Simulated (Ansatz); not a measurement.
Crystal: CoO.

```
Co O
1.0
     2.85630    0.00000    0.00000
    -1.42815    2.47363    0.00000
     0.00000    0.00000    2.78761
Co O
1 1
Cartesian
  0.0000 0.0000 0.0000
  1.4281 0.8245 1.3938
```

Measurements of this composition are mostly on another form, of space group No. 225.

```yaml
Program: Ansatz 0.2.0
Task: relaxation of cell and atoms
Functional: PBE
Dispersion: D3(BJ)-ATM
Potentials_or_basis: Ansatz PAW
Cutoff: "420 eV (not typed: the program's choice for these potentials)"
k_mesh: 11 × 11 × 10
Occupations: fermi-dirac, width 0.05 eV
Spin: collinear spin, ferromagnetic start
Starting_moments: "[2.0, 0.0] μB"
```

At the start: volume 9.85 Å³/atom.

Question: How do energy, volume and symmetry change on relaxing?

Answer: It ends after 8 steps and the volume is 9.26 Å³/atom (-6.0 %); space group P-6m2 (No. 187, to 0.05 Å); moment 3.00 μB per cell.

The path:
| step | energy change (eV) | largest force (eV/Å) | volume (Å³) |
| --- | --- | --- | --- |
| 1 | 0.0000 | 0.0000 | 19.70 |
| 2 | -0.0227 | 0.0000 | 19.35 |
| 3 | -0.0464 | 0.0000 | 18.64 |
| 4 | -0.0472 | 0.0000 | 18.54 |
| 5 | -0.0472 | 0.0000 | 18.54 |
| 6 | -0.0432 | 0.0000 | 18.54 |
| 7 | -0.0433 | 0.0000 | 18.51 |
| 8 | -0.0432 | 0.0000 | 18.51 |

Final structure:
```xyz
2
Lattice="2.8058 0.0000 0.0000 -1.4029 2.4299 0.0000 0.0000 0.0000 2.7155" Properties=species:S:1:pos:R:3 pbc="T T T"
Co    0.0000    0.0000    0.0000
O     1.4029    0.8100    1.3577
```

Caveat: the plane-wave basis is chosen anew once the cell has moved, so the energies of steps on either side of that aren't comparable; the pressure holds a Pulay correction of +0.8 GPa for the finite cutoff; a cell with one magnetic atom can't hold antiferromagnetic order, which such compounds often take; pairwise dispersion overbinds metals, which lowers pressure and volume.
